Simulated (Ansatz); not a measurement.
**Te: how the settings move a single-point run**

Question: which choices in the input matter for Te?

Computed with Ansatz 0.2.0 (reference: DFT, r2SCAN, PAW with Ansatz's default frozen-core files, scalar-relativistic, unless a step's input says otherwise).

2 further runs of the same task are left out: 2 that didn't finish.

## (1) The structure to begin with

Symmetry: P3_121, No. 152, trigonal system. Conventional cell: a = 4.601 Å, b = 4.601 Å, c = 5.900 Å, α = 90.00°, β = 90.00°, γ = 120.00°. Te (site symmetry 2) is surrounded by 2 Te at 2.84 Å.

Structure file:

```cif
data_structure
_symmetry_space_group_name_H-M 'P3_121'
_symmetry_Int_Tables_number 152
_cell_length_a 4.6014
_cell_length_b 4.6014
_cell_length_c 5.9001
_cell_angle_alpha 90.000
_cell_angle_beta 90.000
_cell_angle_gamma 120.000
_cell_volume 108.18
loop_
_atom_site_label
_atom_site_type_symbol
_atom_site_symmetry_multiplicity
_atom_site_Wyckoff_symbol
_atom_site_fract_x
_atom_site_fract_y
_atom_site_fract_z
_atom_site_occupancy
Te1 Te 3 a 0.25670 0.00000 0.33333 1
```

## (2) The reference run

input.yaml

```yaml
crystal:
  lattice:
    - [4.6013525159, 0.0, 0.0]
    - [-2.300676258, 3.9848881706, 0.0]
    - [0.0, 0.0, 5.900062001]
  atoms:
    - { symbol: Te, position: [0.25669717, 0.0, 0.3333333333] }
    - { symbol: Te, position: [0.0, 0.25669717, 0.6666666667] }
    - { symbol: Te, position: [0.74330283, 0.74330283, 0.0] }
kpoints:
  mp_grid: { grid: [8, 8, 5] }
scf:
  occupations: { method: fermi_dirac, width: 0.05 }
hamiltonian:
  xc: r2scan
  pseudopotentials: { kind: paw }
output:
  forces: true
  stress: true
  eigenvalues: true
  efg: { contact_densities: true }
  populations: true
  write_density: true
  write_potential: true
  elf: true
  volumetric_format: npy
```

Started as:

```sh
$ ansatz run input.yaml --threads 1 --pin off --max-ram 3072MiB --backend cpu --events-out ev --progress --plain --runs-dir out
```

## (3) Changed: occupations.method cold, occupations.width 0.15, scf.algorithm direct_min, accuracy medium

input.yaml, as its differences from that of step 2:

```diff
@@ -12,3 +12,4 @@
 scf:
-  occupations: { method: fermi_dirac, width: 0.05 }
+  occupations: { method: cold, width: 0.15 }
+  algorithm: direct_min
 hamiltonian:
@@ -22,5 +23,2 @@
   populations: true
-  write_density: true
-  write_potential: true
-  elf: true
-  volumetric_format: npy
+accuracy: medium
```

## (4) Changed: ecutwfc 33.1 Ry

input.yaml, as its differences from that of step 2:

```diff
@@ -22,5 +22,3 @@
   populations: true
-  write_density: true
-  write_potential: true
-  elf: true
-  volumetric_format: npy
+basis:
+  ecutwfc: "33.1 Ry"
```

**Question.** What will these runs give? Wanted: for each run, ending; energy change; pressure; gap; force.

As calculated:

| run | ending | energy change | pressure (GPa) | gap (eV) | force (eV/Å) | cycles | time |
| --- | --- | --- | --- | --- | --- | --- | --- |
| reference | converged | 0 | 0.0 | 0.94 | 0.05 | 6 | 20 s |
| 1: occupations.method cold, occupations.width 0.15, scf.algorithm direct_min, accuracy medium | converged | 0.0 meV/atom (σ→0) | 0.0 | 0.94 | 0.05 | 8 | 41 s |
| 2: ecutwfc 33.1 Ry | converged | +0.9 meV/atom | 0.0 | 0.94 | 0.05 | 6 | 17 s |

Times don't compare one to one where runs were asked for different outputs or read a saved state (see the inputs); cycles may leave out searches for a lower state.

Residual by cycle in the longest SCF loop of each run; runs are numbered as in the table. The quantity is the density residual dr2, in eV.

| cycle | reference | run 1 | run 2 |
| --- | --- | --- | --- |
| 1 | 0.00753 | 0.00757 | 0.00758 |
| 2 | 0.00232 | 0.00182 | 0.00235 |
| 3 | 1.6e-4 | 1.8e-5 | 1.6e-4 |
| 4 | 2.2e-5 | 6.4e-8 | 2.2e-5 |
| 5 | 7.9e-7 | 4.3e-9 | 7.7e-7 |
| 6 | 9.2e-8 | 7.2e-10 | 8.8e-8 |
| 7 | - | 6.2e-11 | - |
| 8 | - | 2.0e-11 | - |

What this shows: Run 2 ran under the cutoff that the potentials recommend, as the log warns, so basis error is mixed into its values. Of the variants the dearest is «occupations.method cold, occupations.width 0.15, scf.algorithm direct_min, accuracy medium» (41 s), the cheapest «ecutwfc 33.1 Ry» (17 s), on a shared host. The gap of the reference lacks spin-orbit coupling, though the cell holds Te.

These are semilocal Kohn-Sham gaps, which aren't the measured quantity. Such gaps usually fall short of the measured ones; spin-orbit coupling, left out here, narrows gaps with Te, so the two errors partly cancel.
